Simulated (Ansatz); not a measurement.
All numbers below come from Ansatz, DFT PBE, scalar-relativistic, plane waves, PAW. Settings: cutoff 420 eV, Γ-centred meshes no coarser than 0.19 Å⁻¹ for metals and 0.3 Å⁻¹ for insulators (2π included), Gaussian smearing.

These are static lattice energies at zero pressure. Only the structures computed here compete, so a lower one can exist. The k mesh leaves about 4 meV/atom of noise in metals. Spin–orbit coupling is left out. No run is spin-polarised.

Question: Which is lower for NiSb, the nickel arsenide (Ni on Ni sites) or the zinc blende structure, and by how much?

Answer: The nickel arsenide (Ni on Ni sites) structure, by 451 meV/atom. It takes 17.6 Å³/atom against 23.3.

Question: Which is lower for NiSb, the caesium chloride or the zinc blende structure, and by how much?

Answer: The caesium chloride structure, by 61 meV/atom. It takes 17.4 Å³/atom against 23.3.

Question: Which is lower for NiSb, the nickel arsenide (Ni on Ni sites) or the caesium chloride structure, and by how much?

Answer: The nickel arsenide (Ni on Ni sites) structure, by 390 meV/atom. It takes 17.6 Å³/atom against 17.4.